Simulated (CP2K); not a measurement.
# How the settings of CP2K move a run on PbS

Simulated with CP2K 2026.2. This is a test of settings. The cell began as a database structure and was relaxed with r2SCAN+rVV10 in plane waves (Ansatz 0.2.0). All runs are without spin polarisation.

The symmetry is Cmcm (No. 63, orthorhombic); a = 4.127 Å, b = 11.739 Å, c = 4.260 Å in the conventional setting, 25.80 Å³ an atom. Pb has 5 S at 2.68–2.97 Å; S has 5 Pb at 2.68–2.97 Å.

The base run uses PBE in the DZVP-MOLOPT-SR basis.

```
&GLOBAL
 PROJECT run
 RUN_TYPE ENERGY_FORCE
 PRINT_LEVEL LOW
&END GLOBAL
&FORCE_EVAL
 METHOD QS
 STRESS_TENSOR ANALYTICAL
 &DFT
  BASIS_SET_FILE_NAME BASIS_MOLOPT
  POTENTIAL_FILE_NAME GTH_POTENTIALS
  &QS
   EXTRAPOLATION USE_GUESS
  &END QS
  &MGRID
   CUTOFF 350
   REL_CUTOFF 50
  &END MGRID
  &XC
   &XC_FUNCTIONAL PBE
   &END XC_FUNCTIONAL
  &END XC
  &KPOINTS
   SCHEME MONKHORST-PACK 5 5 5
   SYMMETRY F
   FULL_GRID F
  &END KPOINTS
  &SCF
   ADDED_MOS 10
   EPS_SCF 1e-6
   MAX_SCF 80
   &DIAGONALIZATION
   &END DIAGONALIZATION
   &MIXING
    METHOD BROYDEN_MIXING
    ALPHA 0.3
   &END MIXING
   &SMEAR
    METHOD FERMI_DIRAC
    ELECTRONIC_TEMPERATURE [K] 232
   &END SMEAR
   &PRINT
    &ITERATION_INFO
    &END ITERATION_INFO
   &END PRINT
  &END SCF
  &PRINT
   &BAND_STRUCTURE
    FILE_NAME bands.bs
    ADDED_MOS 6
    &KPOINT_SET
     UNITS B_VECTOR
     SPECIAL_POINT 0.00000000 0.00000000 0.00000000
     NPOINTS 0
    &END KPOINT_SET
    &KPOINT_SET
     UNITS B_VECTOR
     SPECIAL_POINT -0.50000000 0.50000000 0.00000000
     NPOINTS 0
    &END KPOINT_SET
    &KPOINT_SET
     UNITS B_VECTOR
     SPECIAL_POINT -0.28090897 0.71909103 0.00000000
     NPOINTS 0
    &END KPOINT_SET
    &KPOINT_SET
     UNITS B_VECTOR
     SPECIAL_POINT 0.28090897 0.28090897 0.00000000
     NPOINTS 0
    &END KPOINT_SET
    &KPOINT_SET
     UNITS B_VECTOR
     SPECIAL_POINT 0.00000000 0.00000000 0.50000000
     NPOINTS 0
    &END KPOINT_SET
    &KPOINT_SET
     UNITS B_VECTOR
     SPECIAL_POINT 0.28090897 0.28090897 0.50000000
     NPOINTS 0
    &END KPOINT_SET
    &KPOINT_SET
     UNITS B_VECTOR
     SPECIAL_POINT -0.28090897 0.71909103 0.50000000
     NPOINTS 0
    &END KPOINT_SET
    &KPOINT_SET
     UNITS B_VECTOR
     SPECIAL_POINT -0.50000000 0.50000000 0.50000000
     NPOINTS 0
    &END KPOINT_SET
    &KPOINT_SET
     UNITS B_VECTOR
     SPECIAL_POINT 0.00000000 0.50000000 0.00000000
     NPOINTS 0
    &END KPOINT_SET
    &KPOINT_SET
     UNITS B_VECTOR
     SPECIAL_POINT -0.50000000 -0.50000000 0.36849000
     NPOINTS 0
    &END KPOINT_SET
    &KPOINT_SET
     UNITS B_VECTOR
     SPECIAL_POINT 0.45312500 0.45312500 0.00000000
     NPOINTS 0
    &END KPOINT_SET
    &KPOINT_SET
     UNITS B_VECTOR
     SPECIAL_POINT -0.50000000 0.50000000 0.35000000
     NPOINTS 0
    &END KPOINT_SET
   &END BAND_STRUCTURE
  &END PRINT
 &END DFT
 &SUBSYS
  &CELL
   A 6.22153153 0.00000000 0.00000000
   B -4.85239678 3.89380278 0.00000000
   C 0.00000000 0.00000000 4.26044237
  &END CELL
  &COORD
   SCALED
   Pb 0.87227726 0.12772274 0.75000000
   Pb 0.12772274 0.87227726 0.25000000
   S 0.64367999 0.35632001 0.75000000
   S 0.35632001 0.64367999 0.25000000
  &END COORD
  &KIND Pb
   BASIS_SET DZVP-MOLOPT-SR-GTH
   POTENTIAL GTH-PBE
  &END KIND
  &KIND S
   BASIS_SET DZVP-MOLOPT-SR-GTH
   POTENTIAL GTH-PBE
  &END KIND
 &END SUBSYS
 &PRINT
  &STRESS_TENSOR
  &END STRESS_TENSOR
  &FORCES
  &END FORCES
 &END PRINT
&END FORCE_EVAL
```

Command: `cp2k.psmp -i run.inp`. It took 21 s on 2 threads of Arm Neoverse N1, on a shared host, peak memory 0.3 GiB.

It converged with a gap of 0.99 eV and a pressure of 2.33 GPa (positive in compression). Pressures on CP2K's grid carry noise of some tenths of a GPa.

Each further run moved one setting: ALPHA (mixing weight); KPOINTS (Monkhorst-Pack mesh); XC_FUNCTIONAL (functional, with the PBE potentials kept); CUTOFF (density grid cutoff in Ry); ELECTRONIC_TEMPERATURE (smearing temperature in K); REL_CUTOFF (grid cutoff relative to the Gaussians, in Ry). Changes are from the base run, which isn't itself converged in every setting; energies of another Hamiltonian, functional, basis or charge aren't compared, and those at a high electronic temperature are mostly its entropy term. CP2K's gap is over the listed points.

```tsv
setting	how it ended	gap change (eV)	energy change (meV/atom)	pressure change (GPa)	time (s)
ALPHA = 0.6	converged	0.00	0.0	0.00	17
KPOINTS = 2x2x2	converged	0.07	-141.5	-1.06	14
XC_FUNCTIONAL = PADE	converged	-0.09	–	-1.58	19
CUTOFF = 1000	converged	0.00	0.0	0.00	37
ELECTRONIC_TEMPERATURE = 50	converged	0.00	0.0	0.00	20
REL_CUTOFF = 10 (poor on purpose)	converged	0.11	-170.4	4.79	16
```

ALPHA = 0.6 changes nothing that matters here. CUTOFF = 1000 changes nothing that matters here. ELECTRONIC_TEMPERATURE = 50 changes nothing that matters here.

Spin-orbit coupling is left out; in compounds of Pb, Bi, Tl or Hg it can lower a gap by up to about 1 eV, split its edges or invert the bands.
